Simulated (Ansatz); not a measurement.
# MnO (Fm-3m) in Ansatz: single point with PBE0

Aim: the single point of MnO with PBE0.

Program: Ansatz 0.2.0. These are calculated values, not measurements. Logs are shortened: lines on timing, memory, paths and dates and some standing lists are left out, and cuts for length are marked.

## (1) The structure

Symmetry: Fm-3m, No. 225, cubic system. Conventional cell: a = 4.448 Å, b = 4.448 Å, c = 4.448 Å, α = 90.00°, β = 90.00°, γ = 90.00°. Mn (site symmetry m-3m) has 6 O at 2.22 Å as nearest neighbours. O (site symmetry m-3m) is surrounded by 6 Mn at 2.22 Å.

The cell is a database's computed one.

## (2) Single point, PBE0, collinear spin, ferromagnetic start

Input file input:

```
crystal:
  lattice:
    - [0.0, 2.2239077028, 2.2239077028]
    - [2.2239077028, 0.0, 2.2239077028]
    - [2.2239077028, 2.2239077028, 0.0]
  atoms:
    - { symbol: Mn, position: [0.0, 0.0, 0.0], spin: 4.0 }
    - { symbol: O, position: [0.5, 0.5, 0.5] }
hamiltonian:
  xc: pbe0
  pseudopotentials: { kind: paw }
magnetization:
  spin_polarized: true
kpoints:
  mp_grid: { grid: [8, 8, 8] }
scf:
  occupations: { method: fermi_dirac, width: 0.05 }
output:
  forces: true
  stress: true
  eigenvalues: true
```

Potentials or basis: Ansatz PAW.

What it wrote:

```text
Warning: output.stress: scf.convergence.dr2_threshold = 1e-7 eV (the SCF's general default) is looser than the 2e-10 eV advised for a printed stress (1e-10 eV for each atom of the cell: 2). What an SCF threshold leaves in a stress goes as its square root, and in the free energy as the threshold itself, and one threshold admits the most on a small cell: of the crystals measured, under no hybrid functional and no lock of the moments, on runs that ended without the residual-converged pass, on stresses that held no estimate of that error, the worst erred by over 100 MPa in a component at 1e-7 eV an atom and by under 5 at 1e-10. Set scf.convergence.dr2_threshold to 2e-10 eV or tighter. The threshold is an SCF's pass mark: one that does not reach it within its budget of iterations ends unconverged, or closes short of it on a stop that the run arms, and scf.convergence.dr2_threshold's page says what that costs each kind of run
Warning: output.stress: scf.exx.energy_threshold = 1e-6 eV is looser than the 2e-8 eV advised for a stress under a hybrid functional (1e-8 eV for each atom of the cell: 2). Every SCF of the exchange loop can meet its threshold on dr2 while the loop round them stops early: no threshold on dr2 bounds what that leaves in the stress. Set scf.exx.energy_threshold to 2e-8 eV or tighter. The threshold is the loop's pass mark: a loop that does not reach it within its budget of cycles ends unconverged, and scf.exx.energy_threshold's page has the law
GPUs: using 1 of 1 available (devices: 1).
Engine: ansatz 0.2.0, x86_64-unknown-linux-gnu
Pseudopotentials: kind: paw
Pseudopotential: Mn, paw, valence charge 15, recommended cutoff 420 eV (normal), Mn.paw.azcp
Pseudopotential: O, paw, valence charge 6, recommended cutoff 420 eV (normal), O.paw.azcp
Functional definition: PBE0
  parameter a = 0.25
  parameter kappa = 0.804
  parameter beta = 0.06672455060314922
  exchange = (1 - a)*pbe_x(kappa = kappa, mu = beta*pi^2/3) + a*exact_x
  correlation = pbe_c(beta = beta)
device memory: the entry about to start is reckoned to put 0.8 GiB on a device that reports 73.2 GiB free (of which the cap on the GPU budget leaves the run 18.0 GiB)
GPU FFT provider: cuFFT
GPU libraries: cuBLAS 13.8.2, cuFFT 12.4.0, cuSOLVER 12.3.4
Crystal: 2 atoms, lattice volume = 21.998 Å³
Basis set: ecut = 420 eV, 411 PW (Γ), exchange–correlation on 48×48×48 points (8 copies of the dense FFT grid, shifted against one another)
Bands: 17, of which v1, the nominal top of the filled ones, is band 11 counted from 1 (10 counted from 0)
Symmetry: 48 space group operations
Space group: Fm-3m (ITA 225), of the structure as read, at distance tolerance 2.8e-5 Å
Magnetic group: BNS 225.116 (UNI 1618), of the structure as read, at distance tolerance 2.8e-5 Å
k-points: 29 of 512
Non-local potential: Mn, projectors of the file, l = 0: 3, l = 1: 2, l = 2: 3, l = 3: 1
Non-local potential: O, projectors of the file, l = 0: 2, l = 1: 2, l = 2: 1
PAW form: soft (Blöchl's): semilocal exchange-correlation on the pseudo side does not see the compensation charge
PAW frozen core: Mn, regenerated for the run's functional, and the local potential with it (the file was generated under x = pbe(κ = 0.804, μ = 0.2195149727645171), c = pbe(β = 0.06672455060314922))
PAW frozen core: O, regenerated for the run's functional, and the local potential with it (the file was generated under x = pbe(κ = 0.804, μ = 0.2195149727645171), c = pbe(β = 0.06672455060314922))
PAW one-centre angular grid: Mn, 590 points (default); XC on 64 Gauss nodes
PAW one-centre angular grid: O, 110 points (default); XC on 64 Gauss nodes
Initial density: superposition of atomic densities (chi_scale 0.1, normalization cell, long waves kept (reshape's long-wave potential 0.00 eV rms))
Starting moments: Σ|m| = 4 μB on 1 of 2 sites
Initial wavefunctions: pseudopotential atomic-orbital guess
GPU buffer pool allocated for 13824 grid points (all kernels)
GPU transforms: local potential and band sums: pruned to the plane-wave sphere, on 24×24×24
Functional: x = pbe(κ = 0.804, μ = 0.2195149727645171), c = pbe(β = 0.06672455060314922), warm-up for x = 0.75 pbe(κ = 0.804, μ = 0.2195149727645171) + 0.25 exact, c = pbe(β = 0.06672455060314922)
SCF iter   1: F=—  HF=-4468.367572 eV  |F-HF|=—  |Δ(HF+E_count)|=         —  Δρ=1.90e-1 (↑1.36e-1 ↓1.90e-1)  dr2=2.22e1  dr2_m=2.09e-1  M=3.478 μB ∫|m|=3.478 μB  β_m=0.30  ethr=1.00e-1  ⟨swp⟩=5.6  Hψ=2933  notcnv=0
preconditioner: auto → none  [metal: Δε(μ)=0.054 eV  Ē_g=12.622 eV  σ=0.050 eV  W_gap=0.25  n_scr=8 (ndim 8)  ℏωp=28.5 eV  f_vac=0.000  D(μ)=1.87/eV (n_scr^D=14)  sad-step TF]
iter 2 solved again at ethr=2.39e-3 eV; its pass at ethr=1.00e-1 eV (dr2=5.03e-1 eV) is discarded
SCF iter   2: F=—  HF=-4465.910559 eV  |F-HF|=—  |Δ(HF+E_count)|=    2.46e0  Δρ=6.43e-2 (↑6.43e-2 ↓4.35e-2)  dr2=4.37e-1  dr2_m=4.85e-1  M=4.555 μB ∫|m|=4.555 μB  β_m=1.00  ethr=2.39e-3  ⟨swp⟩=3.7  Hψ=4377  notcnv=0  defer=2
eigensolver tolerance schedule: the retry pair's looser diagonalisation over-reported the residual by 0.15 of it (diagonalisation noise at 0.15 of the residual, at the tolerance the schedule requests for it); recorded, not acted on — ethr = c·dr2/N_el stays at c = 1.0e-1
SCF iter   3: F=—  HF=-4465.860511 eV  |F-HF|=—  |Δ(HF+E_count)|=   5.00e-2  Δρ=1.73e-2 (↑1.73e-2 ↓9.86e-3)  dr2=9.54e-2  dr2_m=9.09e-3  M=4.638 μB ∫|m|=4.638 μB  β_m=1.00  ethr=2.08e-3  ⟨swp⟩=2.9  Hψ=2275  notcnv=0
SCF iter   4: F=—  HF=-4465.999807 eV  |F-HF|=—  |Δ(HF+E_count)|=   1.39e-1  Δρ=7.11e-3 (↑7.11e-3 ↓6.21e-3)  dr2=1.89e-2  dr2_m=5.66e-4  M=4.653 μB ∫|m|=4.653 μB  β_m=0.30  ethr=4.55e-4  ⟨swp⟩=3.3  Hψ=2628  notcnv=0
[... 62 lines left out ...]
SCF iter   7: F=—  HF=-4466.705990 eV  |F-HF|=—  |Δ(HF+E_count)|=   1.83e-8  Δρ=4.29e-6 (↑2.31e-6 ↓4.29e-6)  dr2=1.28e-7  dr2_m=1.17e-9  M=5.000 μB ∫|m|=5.000 μB  β_m=0.97  ethr=1.08e-10  ⟨swp⟩=3.5  Hψ=2054  notcnv=0
SCF iter   8: F=—  HF=-4466.705990 eV  |F-HF|=—  |Δ(HF+E_count)|=   7.00e-7  Δρ=1.85e-5 (↑1.85e-5 ↓1.76e-5)  dr2=1.06e-8  dr2_m=6.47e-8  M=5.000 μB ∫|m|=5.000 μB  β_m=0.97  ethr=2.28e-11  ⟨swp⟩=4.3  Hψ=3180  notcnv=0
SCF iter   9: F=—  HF=-4466.705990 eV  |F-HF|=—  |Δ(HF+E_count)|=   2.05e-8  Δρ=2.32e-6 (↑2.32e-6 ↓4.73e-7)  dr2=1.33e-8  dr2_m=2.17e-10  M=5.000 μB ∫|m|=5.000 μB  β_m=0.84  ethr=8.57e-12  ⟨swp⟩=4.2  Hψ=2284  notcnv=0
Mixer restart at iter 9: flushing history
SCF iter  10: F=-4466.705991 eV  HF=-4466.705991 eV  |F-HF|=2.05e-9  |Δ(HF+E_count)|=   5.90e-8  Δρ=6.14e-6 (↑6.12e-6 ↓6.14e-6)  dr2=1.24e-9  dr2_m=7.55e-9  M=5.000 μB ∫|m|=5.000 μB  ethr=4.78e-12  ⟨swp⟩=4.5  Hψ=2342  notcnv=0
SCF 4 converged in 10 iterations: F = -4466.705991 eV  dr2 = 1.24e-9
  Residual-converged pass: ⟨swp⟩=2.0  Hψ=1264  notcnv=0  max |occ|·‖R‖ = 2.4e-6 eV (tolerance 2.4e-6 eV)  dr2=1.24e-9  dr2_m=7.55e-9  dr2_onsite=1.69e-9  max |Δocc| = 4.1e-21
hybrid outer 3: dexx = +5.479e-6 eV, tail = 4.11e-8 eV, magnetization grown 1.0067 times (not accepted), Δε = 1.61e-2 eV (about 4.27e-4 eV left of the loop's levels)
GPU FFT provider: cuFFT
GPU libraries: cuBLAS 13.8.2, cuFFT 12.4.0, cuSOLVER 12.3.4
GPU buffer pool allocated for 13824 grid points (all kernels)
GPU transforms: local potential and band sums: pruned to the plane-wave sphere, on 24×24×24
Exchange kernel: α = 0.2500, full range, Wigner–Seitz truncation, v(0) = 17418.5617 eV·Å³, q-mesh 8×8×8, nearest image of the exchange supercell L = 25.16 Å, pair-density grid 15×15×15, without the augmentation charges, whose exchange is taken in its separable form by FFT convolution over the k-point mesh (sized by the pseudopotential files, 18×18×18 at the most), smooth part of the exact exchange by density-matrix convolution in up to 3.34 GiB of GPU memory as planned if the GPU has room (build and FFT work areas not counted)
Frozen-core exchange: fock
SCF iter   1: F=—  HF=-4466.705991 eV  |F-HF|=—  |Δ(HF+E_count)|=         —  Δρ=8.98e-6 (↑8.98e-6 ↓7.91e-6)  dr2=3.30e-10  dr2_m=1.43e-8  M=5.000 μB ∫|m|=5.000 μB  β_m=0.30  ethr=9.79e-10  ⟨swp⟩=2.6  Hψ=2078  notcnv=0
preconditioner: auto → none  [insulator: Δε(μ)=1.951 eV  Ē_g=17.115 eV  σ=0.050 eV  W_gap=1.00  n_scr=8 (ndim 8)  ℏωp=28.5 eV  f_vac=0.000  D(μ)=0.00/eV (n_scr^D=0)]
SCF iter   2: F=-4466.705991 eV  HF=-4466.705991 eV  |F-HF|=2.73e-9  |Δ(HF+E_count)|=   3.34e-9  Δρ=7.06e-6 (↑7.06e-6 ↓6.91e-6)  dr2=1.02e-10  dr2_m=9.78e-9  M=5.000 μB ∫|m|=5.000 μB  ethr=1.00e-12  ⟨swp⟩=4.6  Hψ=2741  notcnv=0
SCF 5 converged in 2 iterations: F = -4466.705991 eV  dr2 = 1.02e-10
  Residual-converged pass: ⟨swp⟩=1.2  Hψ=1006  notcnv=0  max |occ|·‖R‖ = 2.4e-6 eV (tolerance 2.4e-6 eV)  dr2=1.02e-10  dr2_m=9.78e-9  dr2_onsite=2.21e-9  max |Δocc| = 4.1e-21
hybrid outer 4: dexx = +1.323e-9 eV, tail = 2.42e-8 eV, Δε = 1.09e-4 eV (about 1.17e-4 eV left of the loop's levels), ΔF = 1.00e-27 eV/Å (tail inf)
this state was not tested for a lower state beside it, because the functional holds exact exchange (a hybrid, or Hartree-Fock), whose exchange loop this test does not read (fock_operator); the stability check (scf.self_checks: high) cannot read this state: a pseudopotential is PAW: the check reads norm-conserving sets alone
hybrid SCF converged: 4 outer / 23 inner (+13 warm-up), last move |dexx| = 1.32e-9 eV, tail = 2.42e-8 eV
Magnetization: 5.0000 μB (13.0000 up, 8.0000 down)
Absolute magnetization: 5.0000 μB (∫|ρ↑−ρ↓|, with the PAW one-centre terms)
Spin contamination: 0.0032 ħ² per cell (⟨S²⟩ above its minimum at these occupations)
Per-site moments (μB) at R_I (Å): [(4.30525264973222, 0.9173619274050001), (0.22486992529685448, 0.9173619274050001)]
Free energy (F): -4466.705991 eV
Frozen-core exchange: fock
Harris-Foulkes:  -4466.705991 eV  (|F-HF|=2.73e-9)
Internal energy: -4466.705991 eV  (E = F + TS)
E sigma→0 (E₀):  -4466.705991 eV
Fermi energy:    12.684499 eV
--- Per-component energies (eV) ---
  E_band       = -311.167593
  E_kinetic    = 475.396958
  E_local      = -2238.332944  (includes V_loc(G=0)·N_el)
  E_nonlocal   = 304.873280
  E_hartree    = 899.917914
  E_xc         = -142.199663
  E_vxc        = -181.566481  (∫ρ·V_xc dr)
  E_exx        = -95.555959  (= α·E_x^exact, valence–valence)
  E_paw        = -1416.012381  (= ΣΔE_a)
  E_vpaw       = -280.264763  (= ΣTr[D̂ρ^β])
  E_aug_tail   = 0.002398  (compensation charges beyond the density's cutoff)
  E_ewald      = -2254.571925
  E_core_change = -0.223669  (= ΣΔE_core)
  E_smearing   = -0.000000  (= −TS)
  E_closure    = 0.000000  (closes the sum)
  Σ components = -4466.705991   (vs F -4466.705991, Δ=-9.09e-13)
--- Forces (eV/Å), atoms counted from 1 ---
  atom   1  Mn    -0.00000000     0.00000000     0.00000000
  atom   2  O     -0.00000000     0.00000000    -0.00000000
  max |Σ_I F_I| component: 1.18e-27 eV/Å
--- Stress (GPa, compression-positive) ---
        0.855711       0.000000       0.000000
       -0.000000       0.855711       0.000000
        0.000000      -0.000000       0.855711
  P = ⅓ Tr σ = 0.8557 GPa (8.557 kbar)
--- Band table (eV; the first three rows and the last of 58) ---
  k-point 0 ↑: bands = ["-74.6673", "-42.0685", "-42.0685", "-42.0685", "-9.8941", "7.5901", "7.5901", "7.5901", "7.9551", "7.9551", "8.1873", "8.1873", "8.1873", "13.5869", "28.2632", "30.7574", "30.7574"]
  k-point 1 ↑: bands = ["-74.6662", "-42.0785", "-42.0699", "-42.0699", "-9.7558", "6.6225", "6.8334", "6.8334", "7.7503", "7.7503", "8.2698", "9.3377", "9.3377", "14.6159", "26.7088", "30.2463", "30.2463"]
  k-point 2 ↑: bands = ["-74.6637", "-42.1024", "-42.0732", "-42.0732", "-9.4033", "4.9352", "5.8757", "5.8757", "8.0346", "8.0346", "8.5547", "10.4905", "10.4905", "16.3703", "24.3427", "28.5665", "28.5665"]
  k-point 28 ↓: bands = ["-68.3500", "-35.3216", "-35.3216", "-35.2967", "-8.1946", "6.2112", "6.2112", "6.8123", "16.9637", "16.9637", "18.1722", "18.6809", "18.9521", "23.7279", "24.7995", "24.7995", "27.2568"]
```

Wall time 43 s (1 × NVIDIA H100 80GB HBM3 with 2 threads of AMD EPYC 7R13 (Zen 3), shared host); peak memory 2.4 GiB.

Results:

```yaml
Free_energy: -4466.7060 eV
Pressure: 0.9 GPa
Band_gap_on_the_k_mesh: 1.95 eV, indirect (least direct gap 4.75 eV)
Net_moment: 5.00 μB per cell
Absolute_moment: 5.00 μB per cell
Site_moments: Mn +4.31; O +0.22 μB
```

Caveat: the magnetic or orbital state may not be the lowest; the pressure holds a Pulay correction of +0.6 GPa for the finite cutoff; a cell with one magnetic atom can't hold antiferromagnetic order, which such compounds often take; the PAW data sets come from PBE, with cores solved anew for the run's functional, which leaves a small shift of forces and pressure; the thresholds are loose for stress. A k mesh can miss the band edges.
